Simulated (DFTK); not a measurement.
Runs of DFTK 0.8.2 on SnSe. The structure is cubic, space group Fm-3m (No. 225). Conventional cell: a = 6.020 Å, b = 6.020 Å, c = 6.020 Å, α = 90.00°, β = 90.00°, γ = 90.00°. Sn (site symmetry m-3m) is surrounded by 6 Se at 3.01 Å. Se (site symmetry m-3m) is surrounded by 6 Sn at 3.01 Å. Measurements of this composition are mostly on another form, of space group No. 62.

```csv
task,level,potentials or basis,k mesh,cutoff (eV),valence electrons,SCF solver,mesh quality,pressure (GPa),V0 of scaled cells (Å³/atom),B0 (GPa)
equation of state,PBEsol,dojo.nc.sr.pbesol.v0_4_1.standard.upf (PBEsol),8 × 8 × 8,1170,"Se 16, Sn 14",-,not flagged,-,(b),56
equation of state,r2SCAN,"in-house norm-conserving set (r2SCAN, scalar relativistic)",5 × 5 × 5,1225,"Se 16, Sn 14",-,coarse,-,27.08,53
band structure,r2SCAN,SG15 1.2 (PBE),5 × 5 × 5,1225,"Se 6, Sn 14",ScfAndersonSolver,not flagged,(a),-,-
single point,PBEsol,dojo.nc.sr.pbesol.v0_4_1.standard.upf (PBEsol),8 × 8 × 8,1170,"Se 16, Sn 14",-,not flagged,-1.9,-,-
```

Alike in all rows: no spin polarisation; cell as given; smearing fermi-dirac 0.05 eV.

Task: Estimate the missing entries.

Result: (a) -0.9; (b) 26.29.

Caveats: some runs use coarse meshes; the potentials were made for another functional, which shifts forces and pressure (some runs).
